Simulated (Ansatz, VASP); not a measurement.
Two plane-wave programs on Li

The input INCAR:

```
  PREC = Accurate
  ENCUT = 520
  EDIFF = 1E-6
  ISMEAR = 0
  SIGMA = 0.1
  LREAL = F
  LASPH = T
  NELM = 100
  ALGO = Normal
  ISIF = 2
  LWAVE = F
  LCHARG = T
  GGA = PE
  LELF = T
  LVHAR = T
  NBANDS = 18
```

The input KPOINTS:

```
regular mesh
0
Gamma
  6 6 4
```

Contents of POSCAR:

```
Li
1.0
    4.7542707600      0.0000000000      0.0000000000
   -2.3771353800      4.1173192600      0.0000000000
    0.0000000000      0.0000000000      6.4536885200
Li
6
Direct
    0.0000000000      0.0000000000      0.5000000000
    0.6666666700      0.3333333300      0.7959949400
    0.0000000000      0.0000000000      0.0000000000
    0.6666666700      0.3333333300      0.2040050600
    0.3333333300      0.6666666700      0.2040050600
    0.3333333300      0.6666666700      0.7959949400
```

Input for Ansatz:

```yaml
crystal:
  lattice:
    - [4.75427076, 0.0, 0.0]
    - [-2.37713538, 4.11731926, 0.0]
    - [0.0, 0.0, 6.45368852]
  atoms:
    - { symbol: Li, position: [0.0, 0.0, 0.5] }
    - { symbol: Li, position: [0.66666667, 0.33333333, 0.79599494] }
    - { symbol: Li, position: [0.0, 0.0, 0.0] }
    - { symbol: Li, position: [0.66666667, 0.33333333, 0.20400506] }
    - { symbol: Li, position: [0.33333333, 0.66666667, 0.20400506] }
    - { symbol: Li, position: [0.33333333, 0.66666667, 0.79599494] }
basis:
  ecutwfc: 420
kpoints:
  mp_grid: { grid: [6, 6, 4] }
hamiltonian:
  xc: pbe
scf:
  occupations: { method: gaussian, width: 0.1 }
  lower_state_search: "off"
output:
  forces: true
  stress: true
  eigenvalues: true
```

Alike in both runs: task single point; functional PBE; k mesh 6 × 6 × 4; occupations gaussian, width 0.1 eV; no spin polarisation.

|  | VASP | Ansatz |
| --- | --- | --- |
| version | VASP 6.6.1 | Ansatz 0.2.0 |
| potentials or method | VASP PAW PBE potentials, release 64 (Li_sv) | scalar-relativistic, plane waves, PAW |
| plane-wave cutoff (eV) | 520 | 420 |
| valence electrons in the cell | 18 | 18 |

Ansatz gave:

| Property | Result |
| --- | --- |
| gap on the k mesh at the Fermi level (eV) | none |
| rms of the force components (eV/Å) | 0.189 |

Problem. Estimate VASP's values.

Solution. gap on the k mesh at the Fermi level (eV): none; rms of the force components (eV/Å): 0.190.

Atom by atom the forces differ by 0.001 eV/Å (rms over components). A gap of «none» marks a metal or a gap that the smearing closes. With one functional, cell and mesh, what is left measures potentials, basis and numerics.
